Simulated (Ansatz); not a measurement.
Au: a sweep of one setting

```xyz
2
Lattice="2.9000 0.0000 0.0000 -1.4500 2.5115 0.0000 0.0000 0.0000 4.8800" Properties=species:S:1:pos:R:3 pbc="T T T"
Au    0.0000    1.6743    3.6600
Au    1.4500    0.8372    1.2200
```

Atoms are numbered in the order listed.

The cell is COD entry 1545302, as deposited and not checked against the literature; nothing was relaxed.

Spin–orbit coupling is left out, though it moves levels of the heavy atoms by tenths of an eV or more.

Computed with Ansatz 0.2.0, DFT, PBE, all-electron LAPW, scalar-relativistic.

Settings: a Γ-centred 14×14×8 k mesh, Fermi–Dirac smearing of 0.03 eV, basis error target 0.25 meV/atom, no spin polarisation. One setting is then changed at a time.

```tsv
filling	energy at zero smearing less the base's (meV/atom)	P (GPa)	cutoff chosen (eV)
Fermi–Dirac 0.03 eV (base)	0.0	1.98	282
tetrahedron	?	–	282
Gaussian 0.2 eV	?	1.92	282
Fermi–Dirac 0.01 eV	0.2	1.98	282
Fermi–Dirac 0.15 eV	-2.7	1.92	282
Fermi–Dirac 0.28 eV	-4.3	2.03	282
```

(1) Give the missing entry: row "Gaussian 0.2 eV", column "energy at zero smearing less the base's (meV/atom)".

(2) Fill in "energy at zero smearing less the base's (meV/atom)" for the row "tetrahedron".

## Answers

(1) -1.0.

(2) -6.6.
